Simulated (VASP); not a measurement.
# Relaxed cell of MnS (Browneite): a test of cutoff and mesh, part 2 of 2

Aim: test the relaxed volume of MnS (Browneite) against cutoff and mesh. The starting structure is a measured crystal structure from the Crystallography Open Database. The first relaxation on each setting starts from this cell expanded by 3 % in volume.

VASP 6.6.1.

Results so far: reference 19.48 Å³ an atom; a cutoff of 270 eV 18.68 Å³ an atom.

## (4) Relaxation with a 4×4×4 mesh

Level of this step: PBEsol, spin-polarised from an antiferromagnetic start; plane waves and PAW (Mn_pv, S) (VASP).

Against step 2 the input has a 4×4×4 mesh. This run starts from the cell of an earlier relaxation, which isn't shown; the restart sets up the plane waves anew.

File INCAR:

```
SYSTEM = MnS
PREC = Accurate
ENCUT = 450
EDIFF = 1E-06
NELM = 100
ISMEAR = 0
SIGMA = 0.03
LREAL = .FALSE.
ALGO = Normal
GGA = PS
NBANDS = 27
ISPIN = 2
MAGMOM = 4 -4 0 0
LMAXMIX = 4
LORBIT = 11
LWAVE = .FALSE.
LCHARG = .FALSE.
KPAR = 4
IBRION = 2
NSW = 50
ISIF = 3
EDIFFG = -0.004
```

File POSCAR:

```
MnS
1.0
    0.0000000000      2.7467292193      2.7467292193
    2.7467292193      0.0000000000      2.7467292193
    5.2789688350      5.2789688350      0.2144896038
Mn S
2 2
Direct
    0.0007918277      0.0007918277      0.9988122585
    0.0007918277      0.0007918277      0.4988122585
    0.7492081723      0.7492081723      0.3761877415
    0.7492081723      0.7492081723      0.8761877415
```

File KPOINTS:

```
Automatic mesh
0
Gamma
4 4 4
0 0 0
```

The projector-augmented-wave data sets are Mn_pv and S (PBE family, release 64).

Command:

```bash
> mpirun -np 4 vasp_std
```

The program printed:

```text
[... set-up lines as in an earlier step ...]
 entering main loop
       N       E                     dE             d eps       ncg     rms          rms(c)
DAV:   1     0.344667359951E+03    0.34467E+03   -0.19719E+04  1556   0.133E+03
DAV:   2    -0.506345442473E+01   -0.34973E+03   -0.33697E+03  1427   0.384E+02
DAV:   3    -0.319798617181E+02   -0.26916E+02   -0.26500E+02  1559   0.111E+02
DAV:   4    -0.327736448089E+02   -0.79378E+00   -0.79114E+00  1655   0.190E+01
[...]
DAV:  14    -0.301650985524E+02   -0.14342E-04   -0.42294E-05  1566   0.693E-02    0.243E-02
DAV:  15    -0.301651029223E+02   -0.43699E-05   -0.71756E-06  1497   0.232E-02    0.774E-03
DAV:  16    -0.301651028060E+02    0.11630E-06   -0.70621E-07   870   0.558E-03
   1 F= -.30165103E+02 E0= -.30165103E+02  d E =-.301651E+02  mag=    -0.0000
[...]
2 F= -.30165279E+02 E0= -.30165279E+02  d E =-.176033E-03  mag=    -0.0000
[...]
3 F= -.30165277E+02 E0= -.30165277E+02  d E =-.174173E-03  mag=     0.0000
[...]
4 F= -.30165279E+02 E0= -.30165279E+02  d E =-.176026E-03  mag=    -0.0000
[...]
5 F= -.30165280E+02 E0= -.30165280E+02  d E =-.176696E-03  mag=    -0.0000
[...]
6 F= -.30165284E+02 E0= -.30165284E+02  d E =-.443131E-05  mag=     0.0000
 trial-energy change:   -0.000004  1 .order   -0.000024   -0.000038   -0.000010
 step:   1.3565(harm=  1.3565)  dis= 0.00035  next Energy=   -30.165305 (dE=-0.252E-04)
 reached required accuracy - stopping structural energy minimisation
```

Run time: 75 s. Hardware: 4 MPI ranks of AMD EPYC 7R43, shared host; peak memory 0.89 GiB.

From OUTCAR (step 4):

```text
  Total       -0.0008922     -0.0008922     -0.0008922     -0.0144697      0.0144697      0.0144697
  in kB       -0.0183670     -0.0183670     -0.0183670     -0.2978614      0.2978614      0.2978614
  external PRESSURE =      -0.0183670 kB  Pullay stress =       0.0000000 kB

 POSITION                                       TOTAL-FORCE (eV/Angst)
 -----------------------------------------------------------------------------------
      5.26864      5.26864      0.22145        -0.001941     -0.001941      0.001941
      2.63212      2.63212      0.11292        -0.001941     -0.001941      0.001941
      4.04056      4.04056      4.19457         0.001941      0.001941     -0.001941
      6.67708      6.67708      4.30310         0.001941      0.001941     -0.001941
 -----------------------------------------------------------------------------------
    total drift:                                0.000521      0.000521     -0.000380

  FREE ENERGIE OF THE ION-ELECTRON SYSTEM (eV)
  ---------------------------------------------------
  free  energy   TOTEN  =       -30.1652839329 eV

  energy  without entropy=      -30.1652839329  energy(sigma->0) =      -30.16528393

 magnetization (x)
# of ion       s       p       d       tot
------------------------------------------
    1        0.026   0.052   3.808   3.886
    2       -0.026  -0.052  -3.808  -3.886
    3       -0.004  -0.022   0.000  -0.026
    4        0.004   0.022   0.000   0.026
--------------------------------------------------
tot          0.000   0.000   0.000   0.000

[... 1 part as in an earlier step ...]

[... 3 further parts left out ...]
[key lines of the parts left out:]
E-fermi :   5.2907
```

With a 4×4×4 mesh the cell ends at 19.458 Å³ an atom, -0.11 % from the reference.

## (5) Relaxation with a cutoff of 600 eV

Against step 2 the input has ENCUT = 600. This run starts from the cell of an earlier relaxation, which isn't shown; the restart sets up the plane waves anew.

Changes to INCAR since step 4:

```diff
@@ -2,3 +2,3 @@
 PREC = Accurate
-ENCUT = 450
+ENCUT = 600
 EDIFF = 1E-06
```

File POSCAR:

```
MnS
1.0
    0.0000000000      2.7474771970      2.7474771970
    2.7474771970      0.0000000000      2.7474771970
    5.2850813962      5.2850813962      0.2098729980
Mn S
2 2
Direct
    0.0007253049      0.0007253049      0.9989120426
    0.0007253049      0.0007253049      0.4989120426
    0.7492746951      0.7492746951      0.3760879574
    0.7492746951      0.7492746951      0.8760879574
```

File KPOINTS:

```
Automatic mesh
0
Gamma
6 6 6
0 0 0
```

Command:

```bash
> mpirun -np 4 vasp_std
```

The program printed:

```text
[... set-up lines as in an earlier step ...]
 entering main loop
       N       E                     dE             d eps       ncg     rms          rms(c)
DAV:   1     0.406524212580E+03    0.40652E+03   -0.22468E+04  3520   0.164E+03
DAV:   2    -0.286632156745E+00   -0.40681E+03   -0.39412E+03  3465   0.441E+02
DAV:   3    -0.318172030055E+02   -0.31531E+02   -0.31011E+02  3983   0.126E+02
DAV:   4    -0.327822144768E+02   -0.96501E+00   -0.96153E+00  3970   0.217E+01
[...]
DAV:  14    -0.301783419064E+02   -0.15150E-04   -0.42549E-05  3783   0.712E-02    0.241E-02
DAV:  15    -0.301783460495E+02   -0.41431E-05   -0.78859E-06  3729   0.243E-02    0.817E-03
DAV:  16    -0.301783459041E+02    0.14538E-06   -0.74533E-07  2181   0.622E-03
   1 F= -.30178346E+02 E0= -.30178346E+02  d E =-.301783E+02  mag=     0.0000
[...]
reached required accuracy - stopping structural energy minimisation
```

The job ended after 71 s (4 MPI ranks; peak memory 1.3 GiB; 4.7 min of CPU time).

OUTCAR, selected parts (step 5):

```text
  Total       -0.0004170     -0.0004170     -0.0004170     -0.0004403      0.0004403      0.0004403
  in kB       -0.0085430     -0.0085430     -0.0085430     -0.0090208      0.0090208      0.0090208
  external PRESSURE =      -0.0085430 kB  Pullay stress =       0.0000000 kB

 POSITION                                       TOTAL-FORCE (eV/Angst)
 -----------------------------------------------------------------------------------
      5.28132      5.28132      0.21363        -0.001615     -0.001615      0.001615
      2.63878      2.63878      0.10869        -0.001615     -0.001615      0.001615
      4.04627      4.04627      4.19616         0.001615      0.001615     -0.001615
      6.68881      6.68881      4.30110         0.001615      0.001615     -0.001615
 -----------------------------------------------------------------------------------
    total drift:                                0.000236      0.000236     -0.000326

  FREE ENERGIE OF THE ION-ELECTRON SYSTEM (eV)
  ---------------------------------------------------
  free  energy   TOTEN  =       -30.1783459041 eV

  energy  without entropy=      -30.1783459041  energy(sigma->0) =      -30.17834590

 magnetization (x)
# of ion       s       p       d       tot
------------------------------------------
    1        0.027   0.052   3.825   3.904
    2       -0.027  -0.052  -3.825  -3.904
    3       -0.005  -0.021   0.000  -0.026
    4        0.005   0.021   0.000   0.026
--------------------------------------------------
tot          0.000   0.000   0.000   0.000

[... 2 parts as in an earlier step ...]

[... 2 further parts left out ...]
[key lines of the parts left out:]
E-fermi :   5.2373
```

With a cutoff of 600 eV the cell ends at 19.552 Å³ an atom, +0.37 % from the reference.

## (6) Relaxation with a 10×10×10 mesh

Against step 2 the input has a 10×10×10 mesh.

Changes to INCAR since step 5:

```diff
@@ -2,3 +2,3 @@
 PREC = Accurate
-ENCUT = 600
+ENCUT = 450
 EDIFF = 1E-06
```

File POSCAR:

```
MnS
1.0
    0.0000000000      2.8277245753      2.8277245753
    2.8277245753      0.0000000000      2.8277245753
    5.6554491507      5.6554491507      0.0000000000
Mn S
2 2
Direct
    0.0000000000      0.0000000000      0.0000000000
    0.0000000000      0.0000000000      0.5000000000
    0.7500000000      0.7500000000      0.3750000000
    0.7500000000      0.7500000000      0.8750000000
```

File KPOINTS:

```
Automatic mesh
0
Gamma
10 10 10
0 0 0
```

Command:

```bash
> mpirun -np 4 vasp_std
```

The program printed:

```text
[... set-up lines as in an earlier step ...]
 entering main loop
       N       E                     dE             d eps       ncg     rms          rms(c)
DAV:   1     0.327174618628E+03    0.32717E+03   -0.19593E+04 14240   0.129E+03
DAV:   2    -0.536139713382E+01   -0.33254E+03   -0.32141E+03 12716   0.367E+02
DAV:   3    -0.315954847688E+02   -0.26234E+02   -0.25836E+02 14641   0.105E+02
DAV:   4    -0.323592412348E+02   -0.76376E+00   -0.76154E+00 14683   0.181E+01
[...]
DAV:  14    -0.298704924892E+02   -0.19905E-04   -0.23433E-05 13278   0.333E-02    0.138E-02
DAV:  15    -0.298704966252E+02   -0.41360E-05   -0.35126E-06 11957   0.138E-02    0.453E-03
DAV:  16    -0.298704965965E+02    0.28696E-07   -0.33918E-07  7686   0.478E-03
   1 F= -.29870497E+02 E0= -.29870497E+02  d E =-.298705E+02  mag=     0.0000
[... from here on, the cycles between the ionic steps are left out ...]
   2 F= -.30182238E+02 E0= -.30182238E+02  d E =-.311741E+00  mag=     0.0000
   3 F= -.30184112E+02 E0= -.30184112E+02  d E =-.313615E+00  mag=     0.0000
   4 F= -.30184049E+02 E0= -.30184049E+02  d E =-.313553E+00  mag=     0.0000
   5 F= -.30185657E+02 E0= -.30185657E+02  d E =-.160750E-02  mag=     0.0000
   6 F= -.30185735E+02 E0= -.30185735E+02  d E =-.168587E-02  mag=     0.0000
   7 F= -.30187069E+02 E0= -.30187069E+02  d E =-.133378E-02  mag=     0.0000
   8 F= -.30188645E+02 E0= -.30188645E+02  d E =-.290952E-02  mag=     0.0000
   9 F= -.30189336E+02 E0= -.30189336E+02  d E =-.691301E-03  mag=    -0.0000
  10 F= -.30189505E+02 E0= -.30189505E+02  d E =-.860338E-03  mag=     0.0000
  11 F= -.30189380E+02 E0= -.30189380E+02  d E =-.735786E-03  mag=     0.0000
  12 F= -.30189532E+02 E0= -.30189532E+02  d E =-.887325E-03  mag=     0.0000
  13 F= -.30189644E+02 E0= -.30189644E+02  d E =-.112605E-03  mag=     0.0000
  14 F= -.30189650E+02 E0= -.30189650E+02  d E =-.118511E-03  mag=     0.0000
  15 F= -.30189650E+02 E0= -.30189650E+02  d E =-.118462E-03  mag=     0.0000
[...]
hard stop encountered!  aborting job ...
[...]
|     The electronic self-consistency was not achieved in the given           |
[...]
soft stop encountered!  aborting job ...
  16 F= -.30189624E+02 E0= -.30189624E+02  d E =-.643812E-30  mag=     0.0000
 deleting file STOPCAR
```

Elapsed: 20 min, on 4 MPI ranks; peak memory 1.8 GiB.

The run was stopped at its time limit, after 16 ionic steps.

## (7) All runs side by side

| run | ended | volume (Å³/atom) | change (%) | pressure left (GPa) | core minutes |
| --- | --- | --- | --- | --- | --- |
| reference | converged | 19.479 | - | 0.0 | 44.1 |
| a cutoff of 270 eV | converged | 18.676 | -4.12 | 0.01 | 23.3 |
| a 4×4×4 mesh | converged | 19.458 | -0.11 | 0.0 | 21.2 |
| a cutoff of 600 eV | converged | 19.552 | 0.37 | 0.0 | 61.5 |
| a 10×10×10 mesh | cut off by time | - | - | - | 81.0 |

Core minutes are wall time times ranks, summed over the relaxations behind a row (those for a bulk modulus apart), on shared hosts.

## (8) Outcome

| Quantity | Value |
| --- | --- |
| volume of the reference | 19.48 Å³/atom |
| volume against the reference, a cutoff of 270 eV | -4.12 % |
| volume against the reference, a 4×4×4 mesh | -0.11 % |
| volume against the reference, a cutoff of 600 eV | +0.37 % |

The volume moves most with a cutoff of 270 eV: -4.12 % against the reference (450 eV, 6×6×6 mesh). On finer settings it changes by +0.37 % with a cutoff of 600 eV. No finer mesh gave a result. A cell that shrinks at the lower cutoff is the usual mark of Pulay stress, the error that a plane-wave basis makes when it is kept while the volume changes. No result to use came from a 10×10×10 mesh. Further runs on this material are not shown.

[Lines on the potential files, build, host, timing and source positions are cut from VASP's logs without a mark.]

[Logs are printed without paths, hosts, clocks, repeated set-up lines and the standing remarks that a program may print on its own settings, such as how far it seeks lower states.]

[Hosts, paths, dates, database ids (printed as entryN), source tags and the programs' standing remarks are cut or masked in the printed files.]
